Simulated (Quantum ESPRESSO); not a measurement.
Runs of Quantum ESPRESSO 7.5 on LiF (Griceite). Symmetry: Fm-3m, No. 225, cubic system. The conventional cell has a = 4.028 Å, b = 4.028 Å, c = 4.028 Å, α = 90.00°, β = 90.00°, γ = 90.00°. F (site symmetry m-3m) has 6 Li at 2.01 Å as nearest neighbours. Around Li (site symmetry m-3m) lie 6 F at 2.01 Å. 

| task | level | potentials or basis | cell | k mesh | cutoff (eV) | smearing | SCF threshold | ASE optimiser | dispersion computed by | form of the LDA correlation | share of exact exchange | mesh quality | gap on the mesh (eV) | pressure (GPa) |
| --- | --- | --- | --- | --- | --- | --- | --- | --- | --- | --- | --- | --- | --- | --- |
| band structure | PBEsol | GBRV 1.5 PBEsol | as given | 11 × 11 × 11 | 612 | fermi-dirac 0.05 eV | 4e-10 Ry | - | - | - | - | not flagged | 8.90 | -1.1 |
| relaxation of cell and atoms | PBEsol+D4 | PseudoDojo 0.4.1 SR PBE standard | relaxed | 11 × 11 × 11 | 1143 | fermi-dirac 0.05 eV | 4e-10 Ry | BFGS | dftd4 4.3.1 through ASE | - | - | not flagged | (b) | 0.1 |
| dielectric tensor | AM05 | GBRV 1.5 PBE | as given | 8 × 8 × 8, shifted | 612 | fermi-dirac 0.05 eV | 4e-10 Ry | - | - | - | - | not flagged | - | 0.8 |
| single point | PBE | SG15 PBE 1.2 | as given | 8 × 8 × 8 | 952 | fermi-dirac 0.05 eV | 4e-10 Ry | - | - | - | - | not flagged | 9.13 | - |
| phonons | LDA | GBRV 1.5 LDA | relaxed | 6 × 6 × 6, shifted | 612 | fermi-dirac 0.05 eV | 4e-10 Ry | - | - | PZ81 | - | not flagged | - | 0.0 |
| single point | PBE | SG15 PBE 1.2 | as given | 6 × 6 × 6 | 1197 | fermi-dirac 0.05 eV | 4e-10 Ry | - | - | - | - | coarse | 9.13 | 1.8 |
| phonons and Raman activities | LDA | PseudoDojo 0.4.1 SR LDA standard | relaxed | 6 × 6 × 6, shifted | 1143 | fermi-dirac 0.05 eV | 4e-10 Ry | - | - | PW92 | - | not flagged | - | 0.0 |
| single point | PBE | PseudoDojo 0.4.1 SR PBE standard | as given | 8 × 8 × 8 | 1143 | fermi-dirac 0.05 eV | 4e-10 Ry | - | - | - | - | not flagged | 9.11 | 1.7 |
| band structure | PBEsol | PseudoDojo 0.4 SR PBEsol stringent | as given | 11 × 11 × 11 | 1306 | fermi-dirac 0.05 eV | 4e-10 Ry | - | - | - | - | not flagged | (a) | -1.5 |

Alike in all rows: no spin polarisation.

Problem. Fill in the values left out.

Solution. (a) 8.94; (b) 9.14.

Caveats: some runs use coarse meshes; the potentials were made for another functional, which shifts forces and pressure (some runs); an odd mesh through Γ misses points on the zone boundary, where band edges often lie (some runs).

Not every run made on this cell is shown here.
